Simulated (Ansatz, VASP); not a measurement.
Given: the input of a run of VASP 6.6.1 on NaH.

The input INCAR:

```
PREC     = Accurate       # precision mode
ENCUT    = 520            # plane-wave cutoff, eV
EDIFF    = 1E-6           # SCF threshold, eV
ISMEAR   = -1             # smearing method
SIGMA    = 0.05           # smearing width, eV
LREAL    = F              # projectors in reciprocal space
LASPH    = T              # aspherical terms in the spheres
NELM     = 80             # most SCF steps
ALGO     = Normal         # electronic algorithm
ISIF     = 2              # what is computed and relaxed
LWAVE    = F              # write WAVECAR
LCHARG   = F              # write CHGCAR
GGA      = CA             # functional
NBANDS   = 11             # bands
```

The input KPOINTS:

```
Automatic mesh
0
Gamma
  9 9 9
```

File POSCAR:

```
NaH
1.0
    0.0000000000      2.4721089453      2.4721089453
    2.4721089453      0.0000000000      2.4721089453
    2.4721089453      2.4721089453      0.0000000000
Na H
1 1
Direct
    0.0000000000      0.0000000000      0.0000000000
    0.5000000000      0.5000000000      0.5000000000
```

Potentials or basis: VASP PAW LDA potentials, release 64 (Na_pv, H).

Run with:

```console
$ cat potpaw_LDA.64/Na_pv/POTCAR potpaw_LDA.64/H/POTCAR > POTCAR
$ mpirun -np 1 vasp_std > vasp.out
```

**Question.** Set up the same calculation for Ansatz 0.2.0. Potentials there: Ansatz PAW.

**Answer.** As run (the cutoff follows the program's own potentials):

Contents of input.yaml:

```yaml
crystal:
  lattice:
    - [0.0, 2.4721089453, 2.4721089453]
    - [2.4721089453, 0.0, 2.4721089453]
    - [2.4721089453, 2.4721089453, 0.0]
  atoms:
    - { symbol: Na, position: [0.0, 0.0, 0.0] }
    - { symbol: H, position: [0.5, 0.5, 0.5] }
hamiltonian:
  xc: lda
  pseudopotentials: { kind: paw }
kpoints:
  mp_grid: { grid: [9, 9, 9] }
scf:
  occupations: { method: fermi_dirac, width: 0.05 }
output:
  forces: true
  stress: true
  eigenvalues: true
```

Potentials or basis: Ansatz PAW.

Command:

```bash
$ ansatz run input.yaml --threads 2 --pin off --max-ram 5632MiB --backend cpu --events-out ev --progress --plain --runs-dir out
```

Both were run:

|  | VASP | Ansatz | Ansatz less VASP |
| --- | --- | --- | --- |
| gap on the k mesh at the Fermi level (eV) | 3.60 | 3.60 | +0.001 |
| least direct gap on the mesh (eV) | 4.32 | 4.33 | +0.002 |
| pressure (GPa) | -3.3 | -3.2 | +0.06 |

The two sets of potentials don't hold the same shells in valence.

Caveats: an odd mesh through Γ misses points on the zone boundary, where band edges often lie (VASP); odd divisions of the mesh miss points on the zone boundary, where band edges often lie, so the gap on the mesh can be too wide (Ansatz); the PAW data sets come from PBE, with cores solved anew for the run's functional, which leaves a small shift of forces and pressure (Ansatz).
